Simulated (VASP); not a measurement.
# InSe in VASP: further runs

One slab, InSe, is run at these levels: PBE; tasks: single point.

All numbers are computed with VASP 6.6.1; they aren't measurements. Logs are shortened: lines on timing, memory, paths and dates and some standing lists are left out, and cuts for length are marked.

## (1) The structure

The cell holds a slab with vacuum, 2 atoms: a = 4.050 Å, b = 4.050 Å, c = 12.931 Å, α = 90.00°, β = 90.00°, γ = 120.00°.

## (2) Single point, PBE

INCAR

```
SYSTEM = InSe
ALGO     = Normal         ! electronic algorithm
DIPOL    = 0.5 0.5 0.500
EDIFF    = 1E-7           ! SCF threshold, eV
ENCUT    = 350            ! plane-wave cutoff, eV
GGA      = PE             ! functional
IDIPOL   = 3            
ISIF     = 2              ! what is computed and relaxed
ISMEAR   = 0              ! smearing method
LASPH    = .True.         ! aspherical terms in the spheres
LCHARG   = .False.        ! write CHGCAR
LDIPOL   = .True.       
LREAL    = .False.        ! projectors in reciprocal space
LVACPOTAV= .True.       
LVHAR    = .True.       
LWAVE    = .False.        ! write WAVECAR
NBANDS   = 20             ! bands
NELM     = 120            ! most SCF steps
PREC     = Accurate       ! precision mode
SIGMA    = 0.05           ! smearing width, eV
```

KPOINTS

```
k-points
0
Gamma
  3 3 1
  0 0 0
```

POSCAR

```
InSe
1.0
    4.0500000000      0.0000000000      0.0000000000
   -2.0250000000      3.5074028900      0.0000000000
    0.0000000000      0.0000000000     12.9311500000
In Se
1 1
Direct
    0.3333333333      0.6666666667      0.4639958550
    0.6666666667      0.3333333333      0.5360041450
```

Potentials or basis: VASP PAW PBE potentials, release 64 (In_d, Se).

The run is started by

```
$ cat potpaw_PBE.64/In_d/POTCAR potpaw_PBE.64/Se/POTCAR > POTCAR
$ mpirun -np 1 vasp_std > vasp.out
```

OUTCAR:

```text
SYSTEM = InSe
   EDIFF = 1E-7
   ENCUT = 350
   GGA = PE
   ISIF = 2
   ISMEAR = 0
   LASPH = .True.
   LREAL = .False.
   NELM = 120
   PREC = Accurate

 Found      3 irreducible k-points:

 Following reciprocal coordinates:
            Coordinates               Weight
  0.000000  0.000000  0.000000      1.000000
  0.333333  0.000000  0.000000      6.000000
  0.333333  0.333333  0.000000      2.000000
   k-points           NKPTS =      3   k-points in BZ     NKDIM =      3   number of bands    NBANDS=     20
   number of dos      NEDOS =    301   number of ions     NIONS =      2
   total plane-waves  NPLWV =  62720
   dimension x,y,z NGX =    28 NGY =   28 NGZ =   80
   dimension x,y,z NGXF=    56 NGYF=   56 NGZF=  160
   ions per type =               1   1
   NGX,Y,Z   is equivalent  to a cutoff of  11.49, 11.49, 10.28 a.u.
   NGXF,Y,Z  is equivalent  to a cutoff of  22.99, 22.99, 20.57 a.u.
 SYSTEM =  InSe
   PREC   = accura    normal or accurate (medium, high low for compatibility)
   ISTART =      0    job   : 0-new  1-cont  2-samecut
   ICHARG =      2    charge: 1-file 2-atom 10-const
   ISPIN  =      1    spin polarized calculation?
   LNONCOLLINEAR =      F non collinear calculations
   LSORBIT =      F    spin-orbit coupling
   LASPH  =      T    aspherical Exc in radial PAW
   ENCUT  =  350.0 eV  25.72 Ry    5.07 a.u.   6.18  6.18 19.73*2*pi/ulx,y,z
   NELM   =    120;   NELMIN=  2; NELMDL= -5     # of ELM steps
   EDIFF  = 0.1E-06   stopping-criterion for ELM
   LREAL  =      F    real-space projection
   EDIFFG = 0.1E-05   stopping-criterion for IOM
   NSW    =      0    number of steps for IOM
   IBRION =     -1    ionic relax: 0-MD 1-quasi-New 2-CG
   NFREE  =      0    steps in history (QN), initial steepest desc. (CG)
   ISIF   =      2    stress and relaxation
   ISYM   =      2    0-nonsym 1-usesym 2-fastsym
   POTIM  = 0.5000    time-step for ionic-motion
   TEBEG  =    0.0;   TEEND  =   0.0 temperature during run
   PSTRESS=    0.0 pullay stress
   NELECT =      19.0000    total number of electrons
   NUPDOWN=      -1.0000    fix difference up-down
   EMIN   =  10.00;   EMAX   =-10.00  energy-range for DOS
   EFERMI =   0.00;   METHOD = LEGACY
   ISMEAR =     0;   SIGMA  =   0.05  broadening in eV -4-tet -1-fermi 0-gaus
   EFERMI_NEDOS =   21; number of points for ismear=-14 and -15
   IALGO  =     38    algorithm
   IMIX   =      4    mixing-type and parameters
     AMIX     =   0.40;   BMIX     =  1.00
     AMIX_MAG =   1.60;   BMIX_MAG =  1.00
  volume/ion in A,a.u.               =      91.84       619.79
  Fermi-wavevector in a.u.,A,eV,Ry     =   0.768482  1.452219  8.035109  0.590564
  Thomas-Fermi vector in A             =   1.869264
   LORBIT       =      0    0 simple, 1 ext, 2 COOP (PROOUT), +10 PAW based schemes
   GGA     = PE    functional components
   LHFCALC =     F    Hartree Fock is set to
   AEXX    =    0.0000 exact exchange contribution
   IVDW    =     0    specifies the selected vdW correction
   LEPSILON=     F    determine dielectric tensor
   LRPA    =     F    only Hartree local field effects (RPA)
 non-spin polarized calculation
 Gauss-broadening in eV      SIGMA  =   0.05
  energy-cutoff  :      350.00
  volume of cell :      183.69
 maximum number of plane-waves:      2763
 NGX is ok and might be reduce to    28
   NGX = 13   NGY = 13   NGZ = 39

 number of electron      18.9999995 magnetization

 dipolmoment           0.000000      0.000000      0.045419 electrons x Angstroem

 Free energy of the ion-electron system (eV)
  ---------------------------------------------------
  ext. energy  EPLUGINS =         0.00000000
  ---------------------------------------------------
  free energy    TOTEN  =        -5.53740173 eV

  energy without entropy =       -5.51530323  energy(sigma->0) =       -5.52635248

 E-fermi :  -1.1852     XC(G=0):  -3.6790

 val. band max:       -1.2092336383   @ k =   0.3333   0.3333   0.0000
 cond. band min:      -1.1698681979   @ k =   0.3333   0.0000   0.0000
 fundamental gap:      0.0393654404
 Fermi energy:        -1.1851620696

 k-point     1 :       0.0000    0.0000    0.0000
  band No.  band energies     occupation
      1     -16.6250      2.00000
      2     -16.4195      2.00000
      3     -16.4195      2.00000
      4     -16.2368      2.00000
      5     -16.2368      2.00000
      6     -15.3662      2.00000
      7      -6.1628      2.00000
      8      -3.6246      2.00000
      9      -3.6246      2.00000
     10      -1.8971      2.00000
     11       0.1908      0.00000
     12       2.5402      0.00000
     13       2.8245      0.00000
     14       2.8245      0.00000
     15       2.8999      0.00000
     16       4.7674      0.00000
     17       6.7468      0.00000
     18       6.9956      0.00000
     19       8.0049      0.00000
     20       8.0049      0.00000

 k-point     2 :       0.3333    0.0000    0.0000
  band No.  band energies     occupation
      1     -16.8967      2.00000
      2     -16.3672      2.00000
      3     -16.2921      2.00000
      4     -16.2464      2.00000
      5     -16.2221      2.00000
      6     -14.5329      2.00000
      7      -7.5856      2.00000
      8      -4.7974      2.00000
      9      -4.5348      2.00000
     10      -1.1699      0.66532
     11       0.4771      0.00000
     12       2.7424      0.00000
     13       3.9558      0.00000
     14       4.1102      0.00000
     15       4.4448      0.00000
     16       5.2611      0.00000
     17       5.8885      0.00000
     18       6.9408      0.00000
     19       7.8638      0.00000
     20       7.9158      0.00000

 k-point     3 :       0.3333    0.3333    0.0000
  band No.  band energies     occupation
      1     -16.9633      2.00000
      2     -16.3621      2.00000
      3     -16.2447      2.00000
      4     -16.2442      2.00000
      5     -16.2436      2.00000
      6     -14.0028      2.00000
      7      -8.2027      2.00000
      8      -6.2106      2.00000
      9      -4.1511      2.00000
     10      -1.2092      1.50403
     11       1.9134      0.00000
     12       3.4826      0.00000
     13       3.5972      0.00000
     14       5.1014      0.00000
     15       5.1153      0.00000
     16       5.9590      0.00000
     17       6.1520      0.00000
     18       6.5791      0.00000
     19       6.8104      0.00000
     20       7.1801      0.00000

------------------------ aborting loop because EDIFF is reached ----------------------------------------

  FORCE on cell =-STRESS in cart. coord.  units (eV):
  Direction    XX          YY          ZZ          XY          YZ          ZX
  --------------------------------------------------------------------------------------
  -------------------------------------------------------------------------------------
  Total        5.4683329      5.4683329      1.4520595      0.0000000      0.0000000      0.0000000
  in kB       47.6966305     47.6966306     12.6653489      0.0000000      0.0000000      0.0000000
  external PRESSURE =      36.0195367 kB  Pullay stress =       0.0000000 kB

 VOLUME and BASIS-vectors are now :
 -----------------------------------------------------------------------------
  energy-cutoff  :      350.00
  volume of cell :      183.69
      direct lattice vectors                 reciprocal lattice vectors
     4.050000000  0.000000000  0.000000000     0.246913580  0.142555622  0.000000000
    -2.025000000  3.507402890  0.000000000     0.000000000  0.285111244  0.000000000
     0.000000000  0.000000000 12.931150000     0.000000000  0.000000000  0.077332642

 POSITION                                       TOTAL-FORCE (eV/Angst)
 -----------------------------------------------------------------------------------
     -0.00000      2.33827      6.00000         0.000000     -0.000000     -1.660409
      2.02500      1.16913      6.93115        -0.000000      0.000000      1.660409
 -----------------------------------------------------------------------------------
    total drift:                               -0.000000     -0.000000     -0.002094

  FREE ENERGIE OF THE ION-ELECTRON SYSTEM (eV)
  ---------------------------------------------------
  free  energy   TOTEN  =        -5.5374017310 eV

  energy  without entropy=       -5.5153032337  energy(sigma->0) =       -5.52635248

 vacuum level on the upper side and lower side of the slab         3.137         2.558
```

Wall time 26 s (1 thread of Intel Xeon Platinum 8559C (Emerald Rapids), shared host); peak memory 0.22 GiB.

The run converged, but some of its settings lie outside the range that counts as converged, so its numbers aren't taken as properties of the slab.

Results:

```
Free energy                     : -5.5374 eV
Largest force                   : 1.660 eV/Å
Band gap on the k mesh          : none (metal or under the smearing width)
Work function of the upper face : 4.32 eV
Work function of the lower face : 3.74 eV
```

Caveat: the k mesh is coarse (spacing up to 0.60 Å⁻¹), so the values aren't converged.

## (3) Single point, PBE

This run uses another cell than the first one, of 35.02 Å³/atom, 0.381 times its volume.

INCAR, as its differences from that of step 2:

```diff
@@ -4,3 +4,3 @@
 EDIFF    = 1E-7           ! SCF threshold, eV
-ENCUT    = 350            ! plane-wave cutoff, eV
+ENCUT    = 400            ! plane-wave cutoff, eV
 GGA      = PE             ! functional
```

KPOINTS

```
k-points
0
Gamma
  6 6 1
  0 0 0
```

POSCAR

```
InSe
1.0
    4.0500000000      0.0000000000      0.0000000000
   -2.0250000000      3.5074028900      0.0000000000
    0.0000000000      0.0000000000      4.9311500000
In Se
1 1
Direct
    0.3333333333      0.6666666667      0.4055849041
    0.6666666667      0.3333333333      0.5944150959
```

Potentials or basis: VASP PAW PBE potentials, release 64 (In_d, Se).

The run is started by

```
$ cat potpaw_PBE.64/In_d/POTCAR potpaw_PBE.64/Se/POTCAR > POTCAR
$ mpirun -np 1 vasp_std > vasp.out
```

It took 13 s on 1 thread of Intel Xeon Platinum 8559C (Emerald Rapids), shared host; peak memory 0.16 GiB.

These settings aren't checked as converged: the numbers below hold their error.

What came out:

```
Free energy            : -5.3227 eV
Largest force          : 1.741 eV/Å
Band gap on the k mesh : none (metal or under the smearing width)
```
